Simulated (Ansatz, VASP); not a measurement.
## Si: VASP beside Ansatz

```xyz
2
Lattice="0.0000 2.5807 2.5807 2.5807 0.0000 2.5807 2.5807 2.5807 0.0000" Properties=species:S:1:pos:R:3 pbc="T T T"
Si    3.8711    3.8711    3.8711
Si    2.5807    2.5807    2.5807
```

Alike in both runs: task single point; functional PBE; k mesh 16 × 16 × 16; occupations gaussian, width 0.05 eV; no spin polarisation.

```csv
,VASP,Ansatz
version,VASP 6.6.1,Ansatz 0.2.0
potentials or method,"VASP PAW PBE potentials, release 64 (Si)","scalar-relativistic, plane waves, PAW"
plane-wave cutoff (eV),520,420
valence electrons in the cell,8,8
```

|  | VASP | Ansatz | Ansatz less VASP |
| --- | --- | --- | --- |
| gap on the k mesh at the Fermi level (eV) | 0.25 | 0.25 | -0.001 |
| least direct gap on the mesh (eV) | 2.61 | 2.61 | -0.006 |
| pressure (GPa) | 22.2 | 22.3 | +0.10 |

With one functional, cell and mesh, what is left measures potentials, basis and numerics.

Caveats: so large a pressure means that the cell lies far from this level's equilibrium, or that cutoff or potentials fall short (VASP).
